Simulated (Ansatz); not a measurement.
An input for the plane-wave PAW code Ansatz:

```yaml
crystal:
  lattice:
    - [4.5094296222, 0.0, 0.0]
    - [-2.2547148111, 3.9052806094, 0.0]
    - [0.0, 0.0, 4.9890332335]
  atoms:
    - { symbol: Se, position: [0.2163254807, 0.0, 0.8333333333] }
    - { symbol: Se, position: [0.0, 0.2163254807, 0.1666666667] }
    - { symbol: Se, position: [0.7836745193, 0.7836745193, 0.5] }
basis:
  ecutwfc: 500
  ecutrho_ratio: 4
kpoints:
  mp_grid: { grid: [6, 6, 6] }
hamiltonian:
  xc: r2scan
scf:
  occupations: { method: gaussian, width: 0.05 }
output:
  forces: true
  stress: true
  eigenvalues: true
relax:
  f_tol: 0.01
  max_steps: 40
  cell: { stress_tol: 0.1, fix: [volume] }
```

What the program printed, in part:

```
Pseudopotentials: kind: paw
Pseudopotential: Se, paw, valence charge 16, recommended cutoff 500 eV (meta_gga), Se.paw.azcp
Crystal: 3 atoms, lattice volume = 87.860 Å³
Basis set: ecut = 500 eV, 2221 PW (Γ), exchange–correlation on 144×144×160 points (64 copies of the dense FFT grid, shifted against one another)
Bands: 29, of which v1, the nominal top of the filled ones, is band 24 counted from 1 (23 counted from 0)
Symmetry: 6 space group operations
Space group: P3121 (ITA 152), of the structure as read, at distance tolerance 4.4e-5 Å
k-points: 34 of 216 (time reversal used)
Initial density: superposition of atomic densities (neutral atoms: chi_scale 0, normalization atom), corrected by the library's trained network
Initial wavefunctions: pseudopotential atomic-orbital guess
Functional: x = r2scan, c = r2scan; τ floored in thin density (d = 2e-4 eV/Å³)
```

```
SCF iter   1: F=—  HF=-16434.370609 eV  |F-HF|=—  |Δ(HF+E_count)|=         —  Δρ=2.84e-3  dr2=4.78e-3  dr2_τ=9.36e-3
SCF iter   2: F=—  HF=-16434.378867 eV  |F-HF|=—  |Δ(HF+E_count)|=   8.26e-3  Δρ=1.73e-3  dr2=1.59e-3  dr2_τ=3.30e-5
SCF iter   3: F=—  HF=-16434.379394 eV  |F-HF|=—  |Δ(HF+E_count)|=   5.27e-4  Δρ=6.27e-4  dr2=2.18e-4  dr2_τ=4.60e-6
SCF iter   4: F=—  HF=-16434.379518 eV  |F-HF|=—  |Δ(HF+E_count)|=   1.24e-4  Δρ=1.01e-4  dr2=8.40e-6  dr2_τ=2.54e-7
SCF iter   5: F=—  HF=-16434.379525 eV  |F-HF|=—  |Δ(HF+E_count)|=   6.29e-6  Δρ=1.74e-5  dr2=3.03e-7  dr2_τ=7.41e-9
SCF iter   6: F=-16434.379525 eV  HF=-16434.379525 eV  |F-HF|=6.78e-9  |Δ(HF+E_count)|=   2.32e-7  Δρ=2.96e-6  dr2=6.84e-9  dr2_τ=2.18e-10
SCF 1 converged in 6 iterations: F = -16434.379525 eV  dr2 = 6.84e-9
relax step   1: F+E_penalty+E_count = -16434.37952496 eV  Δ(F+E_penalty+E_count) = +0.000e0 eV  max|allowed force component| = 5.004e-2 eV/Å  Δτ_max = 0.0000 Å  P = +0.163 GPa  Ω = 87.860 Å³  fix = [volume]  reactions: volume +0.163 GPa  (6 SCF iters, dr2 threshold 1.00e-7 eV, accepted)
SCF iter   1: F=—  HF=-16434.379650 eV  |F-HF|=—  |Δ(HF+E_count)|=         —  Δρ=2.09e-4  dr2=2.44e-5  dr2_τ=6.54e-5
SCF iter   2: F=—  HF=-16434.379727 eV  |F-HF|=—  |Δ(HF+E_count)|=   7.79e-5  Δρ=1.18e-4  dr2=7.92e-6  dr2_τ=9.00e-8
...
SCF 2 converged in 4 iterations: F = -16434.379729 eV  dr2 = 2.80e-8
...
SCF iter   2: F=—  HF=-16434.379729 eV  |F-HF|=—  |Δ(HF+E_count)|=   4.89e-6  Δρ=1.16e-5  dr2=1.17e-8  dr2_τ=3.55e-8
SCF iter   3: F=—  HF=-16434.379730 eV  |F-HF|=—  |Δ(HF+E_count)|=   4.83e-7  Δρ=8.09e-7  dr2=3.76e-10  dr2_τ=7.16e-11
SCF iter   4: F=-16434.379730 eV  HF=-16434.379730 eV  |F-HF|=5.20e-10  |Δ(HF+E_count)|=  7.68e-10  Δρ=4.21e-7  dr2=5.39e-11  dr2_τ=3.70e-11
SCF 3 converged in 4 iterations: F = -16434.379730 eV  dr2 = 5.39e-11
```

```
SCF converged after 4 iterations
Free energy (F): -16434.379730 eV
E sigma→0 (E₀):  -16434.379730 eV
Fermi energy:    6.329366 eV
--- Forces (eV/Å), atoms counted from 1 ---
  atom   1  Se    -0.00316908     0.00000000     0.00000000
  atom   2  Se     0.00158454    -0.00274451     0.00000000
  atom   3  Se     0.00158454     0.00274451     0.00000000
--- Stress (GPa, compression-positive) ---
       -0.011956       0.000000       0.000000
        0.000000      -0.011956       0.000000
        0.000000       0.000000       0.029948
  P = ⅓ Tr σ = 0.0020 GPa (0.020 kbar)
--- Relaxed structure (2 steps of the walk, 2 accepted, 1 SCFs on fresh bases) ---
  F+E_penalty+E_count = -16434.37972981 eV   max|allowed force component| = 3.169e-3 eV/Å   (the final SCF, on the basis selected at the relaxed cell)
  cell:  # Å, volume = 87.8598 Å³
    - [4.51027, 0.0, 0.00000]
    - [-2.25513, 3.90601, 0.00000]
    - [0.00000, 0.0, 4.98717]
  atoms:
    - { symbol: Se, position: [0.21700, 0.0, 0.83333] }
    - { symbol: Se, position: [0.00000, 0.21700, 0.16667] }
    - { symbol: Se, position: [0.78300, 0.78300, 0.5] }
```

In short (r²SCAN): energy lowered by 0.1 meV/atom, pressure 0.0 GPa, gap on the mesh 1.34 eV.

It took roughly 30 core-seconds on a shared host.

Kohn–Sham gaps of semilocal functionals lie under measured ones, often by a third or more. The structure is built of weakly bound chains, and this functional has no dispersion term, so their spacing and all that hangs on it (volume, the soft elastic constants, low modes, dielectric constants) are poorly given.
